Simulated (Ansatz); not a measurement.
## Cd in Ansatz: convergence with k mesh

Crystal: Cd.

```
Cd
1.0
     1.57901    0.90449    2.38531
    -1.65999    0.89892    2.44059
    -0.04532   -1.89348    2.44709
Cd
1
Direct
  0.99971 0.99976 0.01173
```

The cell isn't the ideal one: cell strained at random at fixed volume.

| Quantity | Value |
| --- | --- |
| Program | Ansatz 0.2.0 |
| Task | convergence study |
| Functional | PBE |
| Potentials or basis | PseudoDojo standard (PBE files) |
| Cutoff | 1388 eV |
| Density cutoff | 5551 eV |
| k mesh | 3 × 3 × 3 |
| Occupations | gaussian, width 0.1 eV |
| Spin | no spin polarisation |

These are the settings of the first run; the series varies k mesh, with any setting tied to it.

Hardware: 2 threads of AMD EPYC (Zen 3) (shared host).

Problem. The values tried are 3 × 3 × 3, 4 × 4 × 4, 5 × 5 × 5, 6 × 6 × 6, 7 × 7 × 7, 9 × 9 × 9, 12 × 11 × 11, 14 × 14 × 14, 17 × 16 × 16, loosest first. From which on does the gap on the mesh stay within 0.01 eV of the tightest run that finished?

Solution. From 4 × 4 × 4 on.

```tsv
k mesh	energy less the tightest run, at zero smearing (meV/atom)	pressure (GPa)	gap on the mesh (eV)	SCF cycles	CPU time (s)	peak memory (GiB)
3 × 3 × 3	185.78	5.25	1.331	7	3.8	0.3
4 × 4 × 4	-156.51	1.72	0.000	7	6.5	0.33
5 × 5 × 5	27.53	2.71	0.000	7	10	0.38
6 × 6 × 6	47.75	3.28	0.000	6	19	0.42
7 × 7 × 7	-11.56	1.82	0.000	7	26	0.48
9 × 9 × 9	3.34	2.40	0.000	6	61	0.67
12 × 11 × 11	1.58	2.26	0.000	6	130	1
14 × 14 × 14	2.01	2.26	0.000	6	210	1.6
17 × 16 × 16	0.00	2.22	0.000	6	320	2.4
```

Against the tightest run, the pressure stays within 0.1 GPa from 12 × 11 × 11 on. Not settled before the last step: the energy (to 1 meV/atom). Meshes of other sizes hit other points, so gaps and Fermi surfaces needn't settle smoothly. The tightest run that finished is the yardstick and may itself not be fully converged.
